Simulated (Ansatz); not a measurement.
## What DFT gives for CdIn2O4

```
In O Cd
1.0
     0.00000    4.57462    4.57462
     4.57462    0.00000    4.57462
     4.57462    4.57462    0.00000
In O Cd
4 8 2
Cartesian
  5.7183 5.7183 5.7183
  5.7183 3.4310 3.4310
  3.4310 3.4310 5.7183
  3.4310 5.7183 3.4310
  7.9141 7.9141 7.9141
  3.5225 5.6268 5.6268
  5.8098 5.8098 7.9141
  5.6268 3.5225 5.6268
  7.9141 5.8098 5.8098
  3.5225 3.5225 3.5225
  5.8098 7.9141 5.8098
  5.6268 5.6268 3.5225
  0.0000 0.0000 0.0000
  2.2873 2.2873 2.2873
```

Single point in Ansatz 0.2.0 with PBE, no spin polarisation. Cutoff 420 eV, PAW datasets, 5×5×5 Γ-centred k mesh, fermi-dirac filling (width 0.1 eV).

- Stress: The pressure is 6.9 GPa (compression positive), so with the atoms held at these fractions the cell would first expand; the forces are large, so a full relaxation may end otherwise.
- Electronic structure: The gap is 1.10 eV, indirect (the least direct gap found is 1.16 eV).
- Contacts: O–Cd at 2.14 Å: least valence density 0.54 e/Å³ and ELF 0.15 there. In–O at 2.20 Å: least valence density 0.48 e/Å³ and ELF 0.16 there. Both are smooth PAW fields, read partly inside the augmentation spheres.
- Formation energy: -1.41 eV an atom against the elements' usual phases (free molecules for gases, crystals otherwise, with no correction for O₂ or N₂), so it is bound against them; other compounds may still compete. Relaxing would lower it.
- Forces: The largest is on O8 (and as large on other atoms): 0.80 eV/Å, components (-0.46, 0.46, -0.46). It makes 180° with the line to a nearest neighbour, Cd14 at 2.14 Å, pointing away from it.

Origin: a database entry at a rescaled volume.
